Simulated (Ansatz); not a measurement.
LiCl (zincblende), relaxed with r2SCAN: space group F-43m (No. 216), cubic; conventional cell a = 5.466 Å, 20.41 Å³ an atom. Li has 4 Cl at 2.37 Å; Cl has 4 Li at 2.37 Å. One-shot G0W0@PBE in Ansatz 0.2.0 on a 4×4×4 mesh (contour deformation, no spin-orbit coupling), from a PBE gap of 6.049 eV over the mesh points (the G0W0 gap is direct on the mesh); the number N of bands summed and the screening cutoff rise together. Note: simulated data, non-magnetic, for a generated structure that need not be the stable one.

| N | cutoff (eV) | 1000/N | G0W0 gap (eV) |
| --- | --- | --- | --- |
| 71 | 80 | 14.085 | 8.572 |
| 158 | 140 | 6.329 | 8.762 |

**Question.** Lay a straight line in 1000/N through these rows.

**Answer.** The slope is -0.0245 eV per unit of 1000/N and the intercept 8.917 eV.

**Question.** Predict the gap at N = 287 (210 eV).

**Answer.** 8.917 + (-0.0245) × 3.484 = 8.832 eV; the run gives 8.865 eV, +0.033 eV from the line.

**Question.** With that run's result added, what limit do the last two rows suggest?

**Answer.** Their slope is (8.865 − 8.762)/(3.484 − 6.329) = -0.0362, which meets 1/N = 0 at 8.99 eV, against 8.917 eV from the first line. The slope steepens, so 1/N isn't yet asymptotic and the true limit probably lies higher still; the k mesh isn't extrapolated.
